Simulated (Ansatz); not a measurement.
**Question.** ZrO$_{2}$ in space group P4_2/nmc (No. 137; Zr on 2a, O on 4d) is relaxed with HSE06 (plane waves, PAW; program Ansatz). What lattice parameters of the conventional cell result?

**Answer.** a = 3.588 Å, c = 5.201 Å.

**Question.** Give the free coordinates with the occupied sites.

**Answer.** In one choice of origin and axes:

| atom | site | symmetry | x | y | z |
|---|---|---|---|---|---|
| Zr | 2a | -4m2 | 0.0000 | 0.0000 | 0.0000 |
| O | 4d | 2mm. | 0.5000 | 0.0000 | 0.1980 |

**Question.** Is it a metal or does it have a gap at this level?

**Answer.** A gap of 5.74 eV, indirect.

This is a known high-temperature phase of the composition, computed here at zero pressure and temperature. The cell was relaxed with HSE06 under the symmetry of its start; its stability against distortions is not shown here. No spin polarisation was allowed. The hybrid was solved on a coarse mesh, the path and, where they were found, the r²SCAN edge points; its band edges are the extreme levels among these. Scalar-relativistic: spin–orbit coupling is off unless named, which matters more the heavier the elements.

Potentials: the earlier of the program's two PAW sets.
